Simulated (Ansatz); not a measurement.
# V: the cost of one run

Method: DFT PBEsol, scalar-relativistic, plane waves, PAW, in Ansatz 0.2.0.

1 further run of the same task is left out (set aside as unsound or not needed).

## (1) The system as given

Symmetry: Fm-3m, No. 225, cubic system. The conventional cell has a = 3.769 Å, b = 3.769 Å, c = 3.769 Å, α = 90.00°, β = 90.00°, γ = 90.00°. Around V (site symmetry m-3m) lie 12 V at 2.67 Å.

As a file:

```cif
data_structure
_symmetry_space_group_name_H-M 'P 1'
_symmetry_Int_Tables_number 1
_cell_length_a 2.6652
_cell_length_b 2.6652
_cell_length_c 2.6652
_cell_angle_alpha 60.000
_cell_angle_beta 60.000
_cell_angle_gamma 60.000
_cell_volume 13.39
loop_
_atom_site_label
_atom_site_type_symbol
_atom_site_fract_x
_atom_site_fract_y
_atom_site_fract_z
_atom_site_occupancy
V1 V 0.00000 0.00000 0.00000 1
```

It is the result of an earlier relaxation at this level (volume 13.39 Å³/atom; gap on the mesh: none (metal)).

## (2) The slab

Planes are indexed in the bulk's conventional cell (Fm-3m (No. 225)), a = 3.769 Å, b = 3.769 Å, c = 3.769 Å, α = 90.00°, β = 90.00°, γ = 90.00°.

A (100) slab, 5.7 Å thick as cut, with 17 Å of vacuum; its outer planes are V (top) and V (bottom).

The slab as cut. Its planes from the bottom up:

```csv
plane,atoms per cell,height over the lowest (Å)
1,V,0.00
2,V,1.88
3,V,3.77
4,V,5.65
```

## (3) The clean surface, relaxed

input.yaml

```yaml
crystal:
  lattice:
    - [2.6652496213, 0.0, 0.0]
    - [0.0, 2.6652496213, 0.0]
    - [0.0, 0.0, 22.6538482424]
  atoms:
    - { symbol: V, position: [0.5, 0.5, 0.3752121895] }
    - { symbol: V, position: [0.0, 0.0, 0.4584040632] }
    - { symbol: V, position: [0.5, 0.5, 0.5415959368] }
    - { symbol: V, position: [0.0, 0.0, 0.6247878105] }
basis:
  ecutwfc: 420
kpoints:
  mp_grid: { grid: [11, 11, 1] }
hamiltonian:
  xc: pbesol
scf:
  occupations: { method: gaussian, width: 0.1 }
output:
  forces: true
  eigenvalues: true
relax:
  adjacent_minimum: "off"
  f_tol: 0.03
  max_steps: 70
  constraints: [{ sites: [0, 1] }]
efield:
  axis: 3
  dipole_correction: true
```

What time and memory should one allow on 1 thread of an Arm CPU, shared host?

About 45 s, with a peak of 0.38 GiB.
